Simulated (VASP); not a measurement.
TiO2:

```
CELL_PARAMETERS angstrom
0.00000 2.39683 2.39683
2.39683 0.00000 2.39683
2.39683 2.39683 0.00000
ATOMIC_POSITIONS crystal
Ti 0.00000 0.00000 0.00000
O 0.25000 0.25000 0.25000
O 0.75000 0.75000 0.75000
```

The cell was built by a generator and needn't be a form met in nature.

Base run:

```yaml
Program: VASP 6.6.1
Functional: PBEsol
Potentials_or_basis: VASP PAW PBE potentials, release 64 (Ti_sv, O)
Cutoff: 520 eV
k_mesh: 6 × 6 × 6
Occupations: gaussian, width 0.01 eV
Spin: no spin polarisation
```

Its results: band gap on the k mesh 1.07 eV, indirect (least direct gap 1.78 eV); pressure -1.9 GPa.

**Question.** The run is repeated on the same cell with these changes: functional from PBEsol to HSE06; k mesh from 6 × 6 × 6 to 4 × 4 × 4. What comes out?

**Answer.** Band gap on the k mesh 2.60 eV, indirect (least direct gap 3.32 eV); pressure -3.0 GPa.

Several settings changed at once, so the effect can't be laid on one alone.

Caveats: some runs use coarse meshes; the PAW data sets were made with another functional, which shifts forces and pressure a little.

A k mesh can miss the band edges.
